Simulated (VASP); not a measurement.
# PtSe2 (P-3m1) in VASP: band structure with PBE+D3(BJ)

Aim: the band structure of PtSe2 with PBE+D3(BJ).

Program: VASP 6.6.1. These are calculated values, not measurements. Logs are shortened: lines on timing, memory, paths and dates and some standing lists are left out, and cuts for length are marked.

### 1 The crystal as given

The structure is trigonal, space group P-3m1 (No. 164). Conventional cell: a = 3.769 Å, b = 3.769 Å, c = 4.824 Å, α = 90.00°, β = 90.00°, γ = 120.00°. Pt (site symmetry -3m) has 6 Se at 2.53 Å as nearest neighbours. Around Se (site symmetry 3m) lie 3 Pt at 2.53 Å.

### 2 Band structure, PBE+D3(BJ)

The input, INCAR:

```
SYSTEM = PtSe2
  PREC = Accurate
  ENCUT = 520
  EDIFF = 1E-7
  ISMEAR = 0
  SIGMA = 0.02
  LREAL = .False.
  LASPH = .True.
  NELM = 100
  ALGO = Normal
  ISIF = 2
  LWAVE = .False.
  LCHARG = .False.
  LMAXMIX = 4
  GGA = PE
  IVDW = 12
  NBANDS = 18
  AMIX = 0.2
```

The input, KPOINTS:

```
regular mesh
0
Gamma
  9 9 6
  0 0 0
```

The input, POSCAR:

```
PtSe2                                   
1.0
    3.7694437721     -0.0000000000     -0.0000000000
   -1.8847218861      3.2644340610      0.0000000000
   -0.0000000000      0.0000000000      4.8243465874
  Pt              Se            
     1     2
Direct
     0.0000000000000000    0.0000000000000000    0.0000000000000000
     0.3333333300000021    0.6666666699999979    0.2657856208440178
     0.6666666699999979    0.3333333300000021    0.7342143791559822
```

The input, KPOINTS_OPT:

```
path GMKGALHA,LM,KH
10
line-mode
reciprocal
 0.0000000000  0.0000000000  0.0000000000  G
 0.5000000000  0.0000000000  0.0000000000  M

 0.5000000000  0.0000000000  0.0000000000  M
 0.3333333333  0.3333333333  0.0000000000  K

 0.3333333333  0.3333333333  0.0000000000  K
 0.0000000000  0.0000000000  0.0000000000  G

 0.0000000000  0.0000000000  0.0000000000  G
 0.0000000000  0.0000000000  0.5000000000  A

 0.0000000000  0.0000000000  0.5000000000  A
 0.5000000000  0.0000000000  0.5000000000  L

 0.5000000000  0.0000000000  0.5000000000  L
 0.3333333333  0.3333333333  0.5000000000  H

 0.3333333333  0.3333333333  0.5000000000  H
 0.0000000000  0.0000000000  0.5000000000  A

 0.5000000000  0.0000000000  0.5000000000  L
 0.5000000000  0.0000000000  0.0000000000  M

 0.3333333333  0.3333333333  0.0000000000  K
 0.3333333333  0.3333333333  0.5000000000  H
```

Potentials or basis: VASP PAW PBE potentials, release 64 (Pt, Se).

Command:

```
$ cat potpaw_PBE.64/Pt/POTCAR potpaw_PBE.64/Se/POTCAR > POTCAR
$ mpirun -np 1 vasp_std > vasp.out
```

OUTCAR:

```text
SYSTEM = PtSe2
   PREC = Accurate
   ENCUT = 520
   EDIFF = 1E-7
   ISMEAR = 0
   LREAL = .False.
   LASPH = .True.
   NELM = 100
   ISIF = 2
   GGA = PE
   IVDW = 12
   AMIX = 0.2
 IVDW          = 12

 ion  position               nearest neighbor table
   1  0.000  0.000  0.000-   2 2.53   3 2.53   2 2.53   3 2.53   3 2.53   2 2.53
   2  0.333  0.667  0.266-   1 2.53   1 2.53   1 2.53
   3  0.667  0.333  0.734-   1 2.53   1 2.53   1 2.53

  LATTYP: Found a hexagonal cell.
 ALAT       =     3.7694437721
 C/A-ratio  =     1.2798563605

  Lattice vectors:

 A1 = (   3.7694437721,   0.0000000000,   0.0000000000)
 A2 = (  -1.8847218861,   3.2644340610,   0.0000000000)
 A3 = (   0.0000000000,   0.0000000000,   4.8243465874)

Analysis of symmetry for initial positions (statically):
=====================================================================
 Subroutine PRICEL returns:
 Original cell was already a primitive cell.

 Routine SETGRP: Setting up the symmetry group for a
 hexagonal supercell.

 Subroutine GETGRP returns: Found 12 space group operations
 (whereof 12 operations were pure point group operations)
 out of a pool of 24 trial point group operations.

The static configuration has the point symmetry D_3d.

Analysis of symmetry for dynamics (positions and initial velocities):
=====================================================================
 Subroutine PRICEL returns:
 Original cell was already a primitive cell.

 Routine SETGRP: Setting up the symmetry group for a
 hexagonal supercell.

 Subroutine GETGRP returns: Found 12 space group operations
 (whereof 12 operations were pure point group operations)
 out of a pool of 24 trial point group operations.

The dynamic configuration has the point symmetry D_3d.

 Subroutine INISYM returns: Found 12 space group operations
 (whereof 12 operations are pure point group operations),
 and found     1 'primitive' translations

----------------------------------------------------------------------------------------

                                     Primitive cell

  volume of cell :      59.3641

  direct lattice vectors                    reciprocal lattice vectors
     3.769443772  0.000000000  0.000000000     0.265291131  0.153165906  0.000000000
    -1.884721886  3.264434061  0.000000000     0.000000000  0.306331812  0.000000000
     0.000000000  0.000000000  4.824346587     0.000000000  0.000000000  0.207281957

  length of vectors
     3.769443772  3.769443769  4.824346587     0.306331811  0.306331812  0.207281957

  position of ions in fractional coordinates (direct lattice)
     0.000000000  0.000000000  0.000000000
     0.333333330  0.666666670  0.265785621
     0.666666670  0.333333330  0.734214379

  ion indices of the primitive-cell ions
   primitive index   ion index
                 1           1
                 2           2
                 3           3

----------------------------------------------------------------------------------------

 KPOINTS: regular mesh

Automatic generation of k-mesh.
 Grid dimensions read from file:
 generate k-points for:    9    9    6

 Generating k-lattice:

  Cartesian coordinates                     Fractional coordinates (reciprocal lattice)
     0.029476792  0.017018434  0.000000000     0.111111111  0.000000000  0.000000000
     0.000000000  0.034036868  0.000000000     0.000000000  0.111111111  0.000000000
     0.000000000  0.000000000  0.034546993     0.000000000  0.000000000  0.166666667

  Length of vectors
     0.034036868  0.034036868  0.034546993

  Shift w.r.t. Gamma in fractional coordinates (k-lattice)
     0.000000000  0.000000000  0.000000000

 Subroutine IBZKPT returns following result:
 ===========================================

 Found     62 irreducible k-points:

 Following reciprocal coordinates:
            Coordinates               Weight
  0.000000  0.000000  0.000000      1.000000
  0.111111  0.000000  0.000000      6.000000
  0.222222  0.000000  0.000000      6.000000
  0.333333  0.000000  0.000000      6.000000
  0.444444  0.000000  0.000000      6.000000
  0.111111  0.111111  0.000000      6.000000
[... 16 lines left out ...]
  0.222222  0.111111  0.166667     12.000000
 -0.111111  0.333333  0.166667     12.000000
 [... further k-points ...]
   k-points           NKPTS =     62   k-points in BZ     NKDIM =     62   number of bands    NBANDS=     18
   number of dos      NEDOS =    301   number of ions     NIONS =      3
   total plane-waves  NPLWV =  28224
   dimension x,y,z NGX =    28 NGY =   28 NGZ =   36
   dimension x,y,z NGXF=    56 NGYF=   56 NGZF=   72
   ions per type =               1   2
   NGX,Y,Z   is equivalent  to a cutoff of  12.35, 12.35, 12.41 a.u.
   NGXF,Y,Z  is equivalent  to a cutoff of  24.70, 24.70, 24.81 a.u.
 SYSTEM =  PtSe2
   PREC   = accura    normal or accurate (medium, high low for compatibility)
   ISTART =      0    job   : 0-new  1-cont  2-samecut
   ICHARG =      2    charge: 1-file 2-atom 10-const
   ISPIN  =      1    spin polarized calculation?
   LNONCOLLINEAR =      F non collinear calculations
   LSORBIT =      F    spin-orbit coupling
   LASPH  =      T    aspherical Exc in radial PAW
   ENCUT  =  520.0 eV  38.22 Ry    6.18 a.u.   7.01  7.01  8.97*2*pi/ulx,y,z
   NELM   =    100;   NELMIN=  2; NELMDL= -5     # of ELM steps
   EDIFF  = 0.1E-06   stopping-criterion for ELM
   LREAL  =      F    real-space projection
   EDIFFG = 0.1E-05   stopping-criterion for IOM
   NSW    =      0    number of steps for IOM
   IBRION =     -1    ionic relax: 0-MD 1-quasi-New 2-CG
   NFREE  =      0    steps in history (QN), initial steepest desc. (CG)
   ISIF   =      2    stress and relaxation
   ISYM   =      2    0-nonsym 1-usesym 2-fastsym
   POTIM  = 0.5000    time-step for ionic-motion
   TEBEG  =    0.0;   TEEND  =   0.0 temperature during run
   PSTRESS=    0.0 pullay stress
   NELECT =      22.0000    total number of electrons
   NUPDOWN=      -1.0000    fix difference up-down
   EMIN   =  10.00;   EMAX   =-10.00  energy-range for DOS
   EFERMI =   0.00;   METHOD = LEGACY
   ISMEAR =     0;   SIGMA  =   0.02  broadening in eV -4-tet -1-fermi 0-gaus
   EFERMI_NEDOS =   21; number of points for ismear=-14 and -15
   IALGO  =     38    algorithm
   IMIX   =      4    mixing-type and parameters
     AMIX     =   0.20;   BMIX     =  1.00
     AMIX_MAG =   0.80;   BMIX_MAG =  1.00
  volume/ion in A,a.u.               =      19.79       133.54
  Fermi-wavevector in a.u.,A,eV,Ry     =   1.175911  2.222150 18.813687  1.382767
  Thomas-Fermi vector in A             =   2.312284
   LORBIT       =      0    0 simple, 1 ext, 2 COOP (PROOUT), +10 PAW based schemes
   GGA     = PE    functional components
   LHFCALC =     F    Hartree Fock is set to
   AEXX    =    0.0000 exact exchange contribution
   IVDW    =    12    specifies the selected vdW correction
   LEPSILON=     F    determine dielectric tensor
   LRPA    =     F    only Hartree local field effects (RPA)
 non-spin polarized calculation
 Gauss-broadening in eV      SIGMA  =   0.02
  energy-cutoff  :      520.00
  volume of cell :       59.36
 maximum number of plane-waves:      1620
   NGX = 13   NGY = 13   NGZ = 17

 number of electron      21.9999997 magnetization

 Free energy of the ion-electron system (eV)
  ---------------------------------------------------
  ext. energy  EPLUGINS =         0.00000000
  ---------------------------------------------------
  free energy    TOTEN  =       -14.19438735 eV

  energy without entropy =      -14.19407956  energy(sigma->0) =      -14.19423345

 E-fermi :   6.7392     XC(G=0): -10.8273

 val. band max:        6.6895693651   @ k =   0.3333   0.3333   0.0000
 cond. band min:       6.7436117777   @ k =  -0.1111   0.4444   0.1667
 fundamental gap:      0.0540424127
 Fermi energy:         6.7392357789

 k-point     1 :       0.0000    0.0000    0.0000
  band No.  band energies     occupation
      1      -8.9484      2.00000
      2      -5.8510      2.00000
      3      -0.4006      2.00000
      4       0.4964      2.00000
      5       0.4964      2.00000
      6       2.9291      2.00000
[... 10 lines left out ...]
     17      13.9994      0.00000
     18      18.4850      0.00000

 k-point     2 :       0.1111    0.0000    0.0000
  band No.  band energies     occupation
      1      -8.8160      2.00000
      2      -5.9283      2.00000
      3      -0.2342      2.00000
      4       0.5824      2.00000
      5       0.6265      2.00000
      6       2.7394      2.00000
[... 10 lines left out ...]
     17      14.3881      0.00000
     18      16.7697      0.00000

 k-point     3 :       0.2222    0.0000    0.0000
  band No.  band energies     occupation
      1      -8.4413      2.00000
      2      -6.1323      2.00000
      3       0.2212      2.00000
      4       0.8091      2.00000
      5       0.9682      2.00000
      6       1.9459      2.00000
[... 10 lines left out ...]
     17      14.9903      0.00000
     18      15.3184      0.00000

 k-point     4 :       0.3333    0.0000    0.0000
  band No.  band energies     occupation
      1      -7.8986      2.00000
      2      -6.4157      2.00000
      3       0.4166      2.00000
      4       1.0045      2.00000
      5       1.0670      2.00000
      6       1.7767      2.00000
[... 10 lines left out ...]
     17      14.4588      0.00000
     18      15.4555      0.00000

 k-point     5 :       0.4444    0.0000    0.0000
  band No.  band energies     occupation
      1      -7.3315      2.00000
      2      -6.7643      2.00000
      3      -0.2814      2.00000
      4       1.2077      2.00000
      5       1.4937      2.00000
      6       2.6049      2.00000
[... 10 lines left out ...]
     17      13.9855      0.00000
     18      17.2008      0.00000

 k-point     6 :       0.1111    0.1111    0.0000
  band No.  band energies     occupation
      1      -8.5623      2.00000
      2      -6.0671      2.00000
      3       0.0758      2.00000
      4       0.7495      2.00000
      5       0.8568      2.00000
      6       2.3729      2.00000
[... 307 lines left out ...]
 k-point    21 :       0.0000    0.4444    0.1667
  band No.  band energies     occupation
      1      -7.3737      2.00000
      2      -6.6561      2.00000
      3      -0.4968      2.00000
      4       0.9400      2.00000
      5       1.0615      2.00000
      6       2.7700      2.00000
[... 10 lines left out ...]
     17      15.4921      0.00000
     18      17.0677      0.00000

 k-point    22 :       0.1111    0.1111    0.1667
  band No.  band energies     occupation
      1      -8.4391      2.00000
      2      -6.2994      2.00000
      3       0.0632      2.00000
      4       0.7293      2.00000
      5       1.1624      2.00000
      6       2.2220      2.00000
[... 10 lines left out ...]
     17      14.6647      0.00000
     18      15.2529      0.00000

 k-point    23 :       0.2222    0.1111    0.1667
  band No.  band energies     occupation
      1      -7.9810      2.00000
      2      -6.4786      2.00000
      3       0.4475      2.00000
      4       0.9390      2.00000
      5       1.2020      2.00000
      6       1.8828      2.00000
[... 10 lines left out ...]
     17      14.7012      0.00000
     18      15.8522      0.00000

 k-point    24 :      -0.1111    0.3333    0.1667
  band No.  band energies     occupation
      1      -8.0171      2.00000
      2      -6.3962      2.00000
      3       0.1340      2.00000
      4       0.8000      2.00000
      5       1.1125      2.00000
      6       1.7919      2.00000
[... 10 lines left out ...]
     17      14.7258      0.00000
     18      16.5337      0.00000

 [... further k-points ...]

------------------------ aborting loop because EDIFF is reached ----------------------------------------

 Edisp (eV)   -1.47121

 E8    (eV) :    -0.6321

  FORCE on cell =-STRESS in cart. coord.  units (eV):
  Direction    XX          YY          ZZ          XY          YZ          ZX
  --------------------------------------------------------------------------------------
  -------------------------------------------------------------------------------------
  Total       0.00088     0.00088    -0.00512    -0.00000     0.00000     0.00000
  in kB       0.02386     0.02386    -0.13809    -0.00000     0.00000     0.00000
  external pressure =       -0.03 kB  Pullay stress =        0.00 kB

 VOLUME and BASIS-vectors are now :
 -----------------------------------------------------------------------------
  energy-cutoff  :      520.00
  volume of cell :       59.36
      direct lattice vectors                 reciprocal lattice vectors
     3.769443772  0.000000000  0.000000000     0.265291131  0.153165906  0.000000000
    -1.884721886  3.264434061  0.000000000     0.000000000  0.306331812  0.000000000
     0.000000000  0.000000000  4.824346587     0.000000000  0.000000000  0.207281957

 POSITION                                       TOTAL-FORCE (eV/Angst)
 -----------------------------------------------------------------------------------
      0.00000      0.00000      0.00000        -0.000000      0.000000      0.000000
     -0.00000      2.17629      1.28224         0.000000     -0.000000      0.000754
      1.88472      1.08814      3.54210         0.000000      0.000000     -0.000754
 -----------------------------------------------------------------------------------
    total drift:                               -0.000000     -0.000000     -0.000000

  FREE ENERGIE OF THE ION-ELECTRON SYSTEM (eV)
  ---------------------------------------------------
  free  energy   TOTEN  =       -15.6655976428 eV

  energy  without entropy=      -15.6652898539  energy(sigma->0) =      -15.66544375
```

Wall time 48 s (1 thread of AMD EPYC 9R45 (Zen 5), shared host); peak memory 0.23 GiB.

What came out:

```yaml
Free_energy: -15.6656 eV
Pressure: 0.0 GPa
Band_gap_along_the_path: none (metal or under the smearing width)
Dispersion_energy_per_atom: -0.490 eV
```

Levels at the corners of the path, in eV from the Fermi level:
```
point  band 8  band 9  band 10  band 11  band 12  band 13  band 14  band 15
    Γ   -2.50   -1.02    -1.02     0.77     1.05     1.05     3.35     4.09
    M   -3.72   -3.34    -3.27    -2.93     0.48     2.48     5.02     6.10
    M   -3.72   -3.34    -3.27    -2.93     0.48     2.48     5.02     6.10
    K   -3.62   -2.27    -1.71    -1.71    -0.05    -0.05     3.83     7.57
    K   -3.62   -2.27    -1.71    -1.71    -0.05    -0.05     3.83     7.57
    Γ   -2.50   -1.02    -1.02     0.77     1.05     1.05     3.35     4.09
    Γ   -2.50   -1.02    -1.02     0.77     1.05     1.05     3.35     4.09
    A   -2.93   -1.73    -1.73    -1.72     2.31     2.31     4.98     6.51
    A   -2.93   -1.73    -1.73    -1.72     2.31     2.31     4.98     6.51
    L   -3.36   -3.09    -2.60    -1.12     0.59     1.45     4.90     4.90
    L   -3.36   -3.09    -2.60    -1.12     0.59     1.45     4.90     4.90
    H   -4.30   -3.46    -2.50    -2.50     2.32     2.32     6.56     7.60
    H   -4.30   -3.46    -2.50    -2.50     2.32     2.32     6.56     7.60
    A   -2.93   -1.73    -1.73    -1.72     2.31     2.31     4.98     6.51
    L   -3.36   -3.09    -2.60    -1.12     0.59     1.45     4.90     4.90
    M   -3.72   -3.34    -3.27    -2.93     0.48     2.48     5.02     6.10
    K   -3.62   -2.27    -1.71    -1.71    -0.05    -0.05     3.83     7.57
    H   -4.30   -3.46    -2.50    -2.50     2.32     2.32     6.56     7.60
```

Caveat: spin-orbit coupling is left out, which moves the levels of the heavy elements; pairwise dispersion overbinds metals, which lowers pressure and volume.
